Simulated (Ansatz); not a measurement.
# Au (Fm-3m) in Ansatz: a series of runs

The runs below take Au through single point, with PBE.

Everything below comes from runs of Ansatz 0.2.0. Logs are shortened: lines on timing, memory, paths and dates and some standing lists are left out, and cuts for length are marked.

## Step 1: Starting point

The structure is cubic, space group Fm-3m (No. 225). Conventional cell: a = 4.070 Å, b = 4.070 Å, c = 4.070 Å, α = 90.00°, β = 90.00°, γ = 90.00°. Au (site symmetry m-3m) has 12 Au at 2.88 Å as nearest neighbours.

## Step 2: Single point, PBE

File input.yaml:

```yaml
crystal:
  lattice:
    - [0.0, 2.035, 2.035]
    - [2.035, 0.0, 2.035]
    - [2.035, 2.035, 0.0]
  atoms:
    - { symbol: Au, position: [0.0, 0.0, 0.0] }
hamiltonian:
  xc: pbe
  pseudopotentials: { kind: paw }
kpoints:
  mp_grid: { grid: [11, 11, 11] }
scf:
  occupations: { method: gaussian, width: 0.021 }
output:
  forces: true
  stress: true
  eigenvalues: true
  write_density: true
  write_potential: true
  elf: true
  volumetric_format: npy
```

Potentials or basis: Ansatz PAW.

On the command line:

```sh
> ansatz run input.yaml --threads 2 --pin off --max-ram 5632MiB --backend cpu --events-out ev --progress --plain --runs-dir out
```

What it wrote:

```text
Warning: RAYON_NUM_THREADS=2 ignored (pool sized by the plan → 2); use --threads N
Engine: ansatz 0.2.0, aarch64-unknown-linux-gnu
Pseudopotentials: kind: paw
Pseudopotential: Au, paw, valence charge 19, recommended cutoff 420 eV (normal), Au.paw.azcp
Functional definition: PBE
  parameter kappa = 0.804
  parameter beta = 0.06672455060314922
  exchange = pbe_x(kappa = kappa, mu = beta*pi^2/3)
  correlation = pbe_c(beta = beta)
Crystal: 1 atoms, lattice volume = 16.855 Å³
Basis set: ecut = 420 eV, 331 PW (Γ), exchange–correlation on 40×40×40 points (8 copies of the dense FFT grid, shifted against one another)
Bands: 14, of which v1, the nominal top of the filled ones, is band 10 counted from 1 (9 counted from 0)
Symmetry: 48 space group operations
Space group: Fm-3m (ITA 225), of the structure as read, at distance tolerance 2.6e-5 Å
k-points: 56 of 1331
Non-local potential: Au, projectors of the file, l = 0: 3, l = 1: 2, l = 2: 2, l = 3: 1
PAW form: soft (Blöchl's): semilocal exchange-correlation on the pseudo side does not see the compensation charge
PAW one-centre angular grid: Au, 590 points (default); XC on 64 Gauss nodes
Initial density: superposition of atomic densities (neutral atoms: chi_scale 0, normalization atom), corrected by the library's trained network
Initial wavefunctions: pseudopotential atomic-orbital guess
Functional: x = pbe(κ = 0.804, μ = 0.2195149727645171), c = pbe(β = 0.06672455060314922)
SCF iter   1: F=—  HF=-13149.301138 eV  |F-HF|=—  |Δ(HF+E_count)|=         —  Δρ=1.69e-3  dr2=1.47e-4  ethr=1.77e-3  ⟨swp⟩=4.9  Hψ=4083  notcnv=0
preconditioner: auto → none  [insulator: Δε(μ)=0.246 eV  Ē_g=16.169 eV  σ=0.021 eV  W_gap=0.98  n_scr=8 (ndim 8)  ℏωp=30.0 eV  f_vac=0.000  D(μ)=0.12/eV (n_scr^D=0)  ε∞_Penn≈4.4]
SCF iter   2: F=—  HF=-13149.301523 eV  |F-HF|=—  |Δ(HF+E_count)|=   3.85e-4  Δρ=8.63e-4  dr2=3.18e-5  ethr=7.76e-7  ⟨swp⟩=2.7  Hψ=1806  notcnv=0  defer=7
SCF iter   3: F=—  HF=-13149.301605 eV  |F-HF|=—  |Δ(HF+E_count)|=   8.24e-5  Δρ=2.51e-4  dr2=7.87e-6  ethr=1.67e-7  ⟨swp⟩=2.0  Hψ=1074  notcnv=0  defer=7
iter 4 did not close the SCF: its close was put off for the readings that it lacked (scf_convergence_deferred on its scf_iter line)
SCF iter   4: F=-13149.301605 eV  HF=-13149.301605 eV  |F-HF|=6.07e-8  |Δ(HF+E_count)|=   4.10e-7  Δρ=2.59e-5  dr2=2.42e-8  ethr=4.14e-8  ⟨swp⟩=2.1  Hψ=1067  notcnv=0  defer=7
iter 5 did not close the SCF: its close was put off for the readings that it lacked (scf_convergence_deferred on its scf_iter line)
SCF iter   5: F=-13149.301605 eV  HF=-13149.301605 eV  |F-HF|=1.07e-9  |Δ(HF+E_count)|=   6.19e-8  Δρ=3.62e-6  dr2=6.39e-10  ethr=1.27e-10  ⟨swp⟩=2.0  Hψ=1287  notcnv=0  defer=7
SCF iter   6: F=-13149.301605 eV  HF=-13149.301605 eV  |F-HF|=5.46e-12  |Δ(HF+E_count)|=   1.19e-9  Δρ=9.02e-7  dr2=5.39e-11  ethr=3.36e-12  ⟨swp⟩=5.1  Hψ=3712  notcnv=0
SCF 1 converged in 6 iterations: F = -13149.301605 eV  dr2 = 5.39e-11
SCF converged after 6 iterations
Free energy (F): -13149.301605 eV
Harris-Foulkes:  -13149.301605 eV  (|F-HF|=5.46e-12)
Internal energy: -13149.301579 eV  (E = F + TS)
E sigma→0 (E₀):  -13149.301592 eV
Entropy (-TS):   -0.000027 eV (-0.027 meV/atom)
Fermi energy:    21.051389 eV
--- Per-component energies (eV) ---
  E_band       = -201.675338
  E_kinetic    = 605.480177
  E_local      = -1687.825302  (includes V_loc(G=0)·N_el)
  E_nonlocal   = 74.218176
  E_hartree    = 721.839864
  E_xc         = -228.363766
  E_vxc        = -275.732342  (∫ρ·V_xc dr)
  E_paw        = -9706.720992  (= ΣΔE_a)
  E_vpaw       = -361.497550  (= ΣTr[D̂ρ^β])
  E_aug_tail   = 0.001496  (compensation charges beyond the density's cutoff)
  E_ewald      = -2927.931232
  E_smearing   = -0.000027  (= −TS)
  E_closure    = 0.000000  (closes the sum)
  Σ components = -13149.301605   (vs F -13149.301605, Δ=0.00e0)
--- Forces (eV/Å), atoms counted from 1 ---
  atom   1  Au     0.00000000    -0.00000000    -0.00000000
  max |Σ_I F_I| component: 3.49e-32 eV/Å
--- Stress (GPa, compression-positive) ---
       10.839572      -0.000000       0.000000
        0.000000      10.839572      -0.000000
       -0.000000      -0.000000      10.839572
  P = ⅓ Tr σ = 10.8396 GPa (108.396 kbar)
--- Band table (eV; the first three rows and the last of 56) ---
  k-point 0: bands = ["-84.5312", "-35.8796", "-35.8796", "-35.8796", "10.9676", "16.2026", "16.2026", "16.2026", "17.7516", "17.7516", "35.4096", "39.4680", "39.4680", "39.4680"]
  k-point 1: bands = ["-84.5302", "-35.8980", "-35.8824", "-35.8824", "11.2573", "16.1109", "16.2996", "16.2996", "17.7105", "17.7105", "35.7338", "37.8638", "39.8146", "39.8146"]
  k-point 2: bands = ["-84.5275", "-35.9472", "-35.8898", "-35.8898", "12.0513", "15.9616", "16.4745", "16.4745", "17.7142", "17.7142", "34.7180", "36.5716", "40.6682", "40.6682"]
  k-point 55: bands = ["-84.5146", "-36.0401", "-36.0277", "-35.9642", "14.8941", "15.4327", "16.0206", "17.6399", "19.2101", "25.2325", "26.9175", "27.9094", "31.0949", "42.1498"]
```

Wall time 0.71 s (2 threads of Arm Neoverse V1, shared host); peak memory 0.26 GiB.

What came out:

- Free energy: -13149.3016 eV
- Pressure: 10.8 GPa
- Band gap on the k mesh: none (metal or under the smearing width)

The run has no spin-orbit coupling, so splittings on Au are missing.

## Step 3: Single point, PBE

Changes to input.yaml since step 2:

```diff
@@ -13,3 +13,3 @@
 scf:
-  occupations: { method: gaussian, width: 0.021 }
+  occupations: { method: gaussian, width: 0.022 }
 output:
@@ -18,5 +18 @@
   eigenvalues: true
-  write_density: true
-  write_potential: true
-  elf: true
-  volumetric_format: npy
```

Potentials or basis: Ansatz PAW.

On the command line:

```sh
> ansatz run input.yaml --threads 2 --pin off --max-ram 5632MiB --backend cpu --events-out ev --progress --plain --runs-dir out
```

Run time: 0.56 s. Hardware: 2 threads of Arm Neoverse V1, shared host; peak memory 0.26 GiB.

Results (log left out):

- Free energy: -13149.3016 eV
- Pressure: 10.8 GPa
- Band gap on the k mesh: none (metal or under the smearing width)

Levels at points of the mesh, in eV from the Fermi level:
| k point | band 8 | band 9 | band 10 | band 11 | band 12 | band 13 |
| --- | --- | --- | --- | --- | --- | --- |
| (0.00, 0.00, 0.00) | -4.85 | -3.30 | -3.30 | 14.36 | 18.42 | 18.42 |

## Step 4: Single point, PBE

Changes to input.yaml since step 3:

```diff
@@ -13,3 +13,3 @@
 scf:
-  occupations: { method: gaussian, width: 0.022 }
+  occupations: { method: gaussian, width: 0.023 }
 output:
@@ -18 +18,5 @@
   eigenvalues: true
+  write_density: true
+  write_potential: true
+  elf: true
+  volumetric_format: npy
```

On the command line:

```sh
> ansatz run input.yaml --threads 2 --pin off --max-ram 5632MiB --backend cpu --events-out ev --progress --plain --runs-dir out
```

Run time: 0.71 s. Hardware: 2 threads of Arm Neoverse V1, shared host; peak memory 0.26 GiB.

Results (log left out):

| Item | Value |
| --- | --- |
| Free energy | -13149.3016 eV |
| Pressure | 10.8 GPa |
| Band gap on the k mesh | none (metal or under the smearing width) |

Levels at points of the mesh, in eV from the Fermi level:
```
           k point  band 7  band 8  band 9  band 10  band 11  band 12  band 13  band 14
(0.00, 0.00, 0.00)   -4.85   -4.85   -3.30    -3.30    14.36    18.42    18.42    18.42
```

The run has no spin-orbit coupling, so splittings on Au are missing.

## Step 5: Single point, PBE

Changes to input.yaml since step 4:

```diff
@@ -13,3 +13,3 @@
 scf:
-  occupations: { method: gaussian, width: 0.023 }
+  occupations: { method: gaussian, width: 0.024 }
 output:
@@ -18,5 +18 @@
   eigenvalues: true
-  write_density: true
-  write_potential: true
-  elf: true
-  volumetric_format: npy
```

On the command line:

```sh
> ansatz run input.yaml --threads 2 --pin off --max-ram 5632MiB --backend cpu --events-out ev --progress --plain --runs-dir out
```

It took 0.55 s on 2 threads of Arm Neoverse V1, shared host; peak memory 0.26 GiB.

Results (log left out):

```yaml
Free_energy: -13149.3016 eV
Pressure: 10.8 GPa
Band_gap_on_the_k_mesh: none (metal or under the smearing width)
```

Levels at points of the mesh, in eV from the Fermi level:
```csv
k point,band 8,band 9,band 10,band 11,band 12,band 13
"(0.00, 0.00, 0.00)",-4.84,-3.30,-3.30,14.36,18.42,18.42
```

The run has no spin-orbit coupling, so splittings on Au are missing.

## Step 6: Summary

| smearing | gap on the mesh (eV) | pressure (GPa) |
| --- | --- | --- |
| gaussian 0.021 eV | none | 10.8 |
| gaussian 0.022 eV | none | 10.8 |
| gaussian 0.023 eV | none | 10.8 |
| gaussian 0.024 eV | none | 10.8 |

Alike in all rows: task single point; level PBE; potentials or basis Ansatz PAW; no spin polarisation; cell as given; k mesh 11 × 11 × 11; cutoff (eV) 420.

Every run on the cell as given and a fine mesh finds a metal.

Total energies depend on the potentials used, so only differences within one code and one set of settings carry meaning.
